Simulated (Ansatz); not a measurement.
Trial structure of ZnSe, not yet relaxed:

```xyz
2
Lattice="-2.0690 2.0690 2.4273 2.0690 -2.0690 2.4273 2.0690 2.0690 -2.4273" Properties=species:S:1:pos:R:3 pbc="T T T"
Zn    2.0690    0.0000    1.2137
Se    0.0000    0.0000    2.4273
```

All numbers below come from DFT PBE, scalar-relativistic, plane waves, PAW in Ansatz. Plane waves to 420 eV, a k mesh through Γ of 6×6×6 on the computed 2-atom cell and Gaussian smearing (0.10 eV); no spin polarisation.

Energies over the elements count from the elements' standard structures at the same level, with no fitted energy shifts.

Q: What does a single point on this coarse mesh give?

A: The pressure is 8.4 GPa (the mean over three directions, positive in compression), the largest force is 0.00 eV/Å (symmetry fixes the atoms), and the energy is −0.61 eV/atom against the elements. The shortest distance is 2.40 Å.

Q: Is it a good guess?

A: A fair one: relaxing gains about 0.11 eV/atom in 10 ionic steps and ends at −0.713 eV/atom on the finer mesh. The symmetry goes from I-4m2 (No. 119) to F-43m (No. 216). The end has the zinc blende type. The volume per atom grows by 13.3 %, from 20.8 to 23.6 Å³. The shortest distance goes from 2.40 Å (Zn–Se) to 2.48 Å (Zn–Se). Conventional cell: a = 5.733 Å. Zn has 4 Se at 2.48 Å; Se is surrounded by 4 Zn at 2.48 Å.

The last run used an 8×8×8 mesh for its 2-atom cell and Gaussian smearing of 0.02 eV. The reference form of Se is held partly by dispersion forces, which this level lacks. The relaxation can't lower the symmetry of the start, and the grade says only how near the guess is to its own end. A structure relaxed within its symmetry needn't be a true minimum.
